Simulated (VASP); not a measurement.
Output of a VASP run:

File OSZICAR:
```
...
DAV:   7    -0.229104365403E+03    0.42078E+01   -0.10358E+00   208   0.861E+00    0.157E+00
DAV:   8    -0.229190582347E+03   -0.86217E-01   -0.84256E-01   216   0.698E+00    0.632E-01
DAV:   9    -0.229125662679E+03    0.64920E-01   -0.22599E-01   240   0.468E+00    0.443E-01
DAV:  10    -0.229155340670E+03   -0.29678E-01   -0.60605E-02   230   0.242E+00    0.282E-01
DAV:  11    -0.229172468062E+03   -0.17127E-01   -0.94914E-02   212   0.299E+00    0.138E-01
DAV:  12    -0.229187424469E+03   -0.14956E-01   -0.13743E-02   216   0.118E+00    0.152E-01
DAV:  13    -0.229187802918E+03   -0.37845E-03   -0.15737E-03   246   0.412E-01    0.662E-02
DAV:  14    -0.229188472988E+03   -0.67007E-03   -0.41297E-03   214   0.694E-01    0.402E-02
DAV:  15    -0.229188965784E+03   -0.49280E-03   -0.34200E-03   212   0.620E-01    0.246E-02
DAV:  16    -0.229190037038E+03   -0.10713E-02   -0.71831E-04   216   0.256E-01    0.134E-02
DAV:  17    -0.229189945504E+03    0.91534E-04   -0.31673E-04   212   0.195E-01    0.189E-02
DAV:  18    -0.229190173741E+03   -0.22824E-03   -0.17840E-04   212   0.149E-01    0.767E-03
DAV:  19    -0.229190196023E+03   -0.22283E-04   -0.64217E-05   212   0.862E-02    0.282E-03
DAV:  20    -0.229190201988E+03   -0.59646E-05   -0.48914E-06   240   0.227E-02    0.189E-03
DAV:  21    -0.229190206076E+03   -0.40886E-05   -0.39481E-06   192   0.224E-02    0.641E-04
DAV:  22    -0.229190206445E+03   -0.36850E-06   -0.39546E-07   148   0.776E-03
   1 F= -.22919021E+03 E0= -.22919021E+03  d E =-.229190E+03
       N       E                     dE             d eps       ncg     rms          rms(c)
DAV:   1    -0.229301864457E+03   -0.11166E+00   -0.32797E+00   264   0.186E+01    0.178E+00
DAV:   2    -0.229217418565E+03    0.84446E-01   -0.17634E-01   224   0.492E+00    0.699E-01
DAV:   3    -0.229194608872E+03    0.22810E-01   -0.84192E-02   240   0.282E+00    0.286E-01
DAV:   4    -0.229194744865E+03   -0.13599E-03   -0.24514E-02   208   0.151E+00    0.154E-01
DAV:   5    -0.229198917869E+03   -0.41730E-02   -0.92930E-03   208   0.806E-01    0.754E-02
DAV:   6    -0.229199079492E+03   -0.16162E-03   -0.94791E-04   212   0.234E-01    0.305E-02
DAV:   7    -0.229199077489E+03    0.20025E-05   -0.40394E-04   210   0.183E-01    0.124E-02
DAV:   8    -0.229199136564E+03   -0.59075E-04   -0.24455E-04   212   0.141E-01    0.489E-03
DAV:   9    -0.229199139680E+03   -0.31154E-05   -0.26663E-05   212   0.518E-02    0.402E-03
DAV:  10    -0.229199139595E+03    0.84316E-07   -0.18114E-06   152   0.141E-02
   2 F= -.22919914E+03 E0= -.22919914E+03  d E =-.893315E-02
       N       E                     dE             d eps       ncg     rms          rms(c)
DAV:   1    -0.229208324229E+03   -0.91845E-02   -0.28321E-01   264   0.558E+00    0.519E-01
DAV:   2    -0.229201520436E+03    0.68038E-02   -0.14967E-02   224   0.143E+00    0.204E-01
DAV:   3    -0.229199524366E+03    0.19961E-02   -0.72218E-03   232   0.831E-01    0.790E-02
DAV:   4    -0.229199576559E+03   -0.52193E-04   -0.22147E-03   208   0.456E-01    0.467E-02
DAV:   5    -0.229199895396E+03   -0.31884E-03   -0.74824E-04   208   0.232E-01    0.237E-02
DAV:   6    -0.229199880064E+03    0.15331E-04   -0.80855E-05   212   0.691E-02    0.855E-03
DAV:   7    -0.229199882318E+03   -0.22539E-05   -0.36115E-05   210   0.579E-02    0.358E-03
DAV:   8    -0.229199883426E+03   -0.11081E-05   -0.19030E-05   208   0.422E-02    0.119E-03
DAV:   9    -0.229199883085E+03    0.34121E-06   -0.22446E-06   168   0.159E-02
   3 F= -.22919988E+03 E0= -.22919988E+03  d E =-.967664E-02
```

### OUTCAR
```
------------------------ aborting loop because EDIFF is reached ----------------------------------------
  FORCE on cell =-STRESS in cart. coord.  units (eV):
  Direction    XX          YY          ZZ          XY          YZ          ZX
  --------------------------------------------------------------------------------------
  Total       -0.0379942     -0.0379942     -0.0379942     -0.0000000     -0.0000000      0.0000000
  in kB       -0.2467516     -0.2467516     -0.2467516     -0.0000000     -0.0000000      0.0000000
  external PRESSURE =      -0.2467516 kB  Pullay stress =       0.0000000 kB
  volume of cell :      246.70
      direct lattice vectors                 reciprocal lattice vectors
     6.271757898  0.000000000 -0.000000000     0.159444930 -0.000000000 -0.000000000
     0.000000000  6.271757898  0.000000000    -0.000000000  0.159444930 -0.000000000
     0.000000000  0.000000000  6.271757898     0.000000000 -0.000000000  0.159444930
 POSITION                                       TOTAL-FORCE (eV/Angst)
 -----------------------------------------------------------------------------------
      0.00000      0.00000      0.00000         0.000000     -0.000000      0.000000
      3.13588      3.13588      3.13588        -0.000000      0.000000      0.000000
      3.13588      0.00000      3.13588         0.000000     -0.000000      0.000000
      0.00000      3.13588      3.13588         0.000000     -0.000000      0.000000
      3.13588      3.13588      0.00000         0.000000     -0.000000      0.000000
 -----------------------------------------------------------------------------------
    total drift:                                0.000000     -0.000000     -0.000000
  FREE ENERGIE OF THE ION-ELECTRON SYSTEM (eV)
  ---------------------------------------------------
  free  energy   TOTEN  =      -229.1998830853 eV

  energy  without entropy=     -229.1998830853  energy(sigma->0) =     -229.19988309

 reached required accuracy - stopping structural energy minimisation
```
(Selected blocks of OUTCAR.)

POSCAR:
```
CsPbI3
1
    6.3254997184    -0.0000000000    -0.0000000000
    0.0000000000     6.3254997184     0.0000000000
   -0.0000000000    -0.0000000000     6.3254997184
Cs Pb I
1 1 3
Direct
  0.0000000000   0.0000000000   0.0000000000
  0.5000000000   0.5000000000   0.5000000000
  0.5000000000   0.0000000000   0.5000000000
  0.0000000000   0.5000000000   0.5000000000
  0.5000000000   0.5000000000   0.0000000000
```

Q: Write an INCAR and KPOINTS that could have produced this output.

A: Several could match; the one computed here: the input of the run itself, SCAN meta-GGA, plane waves, VASP's PBE PAW potentials (set 64).

**INCAR**
```
! general
SYSTEM =CsPbI3
PREC   =Accurate
ENCUT  =520
LREAL  =.FALSE.
LASPH  =.TRUE.

! electronic loop
EDIFF  =1E-6
NELM   =100
ALGO   =Normal
LMAXMIX=4
LMIXTAU=.TRUE.

! smearing
ISMEAR =0
SIGMA  =0.05

! functional
METAGGA=SCAN

! ions
IBRION =2
NSW    =60
ISIF   =3
EDIFFG =-0.02

! output
LWAVE  =.FALSE.
LCHARG =.FALSE.
```

**KPOINTS**
```
kpoints
0
G
  3 3 3
```

POTCAR, in this order: Cs_sv Pb_d I (PBE.64 set). Program: vasp_std.

Energy and stress use the plane-wave basis of the starting cell.

The compound is CsPbI3 in the cubic perovskite structure, the ideal cubic form; the compound distorts at low or room temperature. This run relaxes it. Symmetry was kept, so distortions that lower it aren't found. The start is the result of an earlier pass.
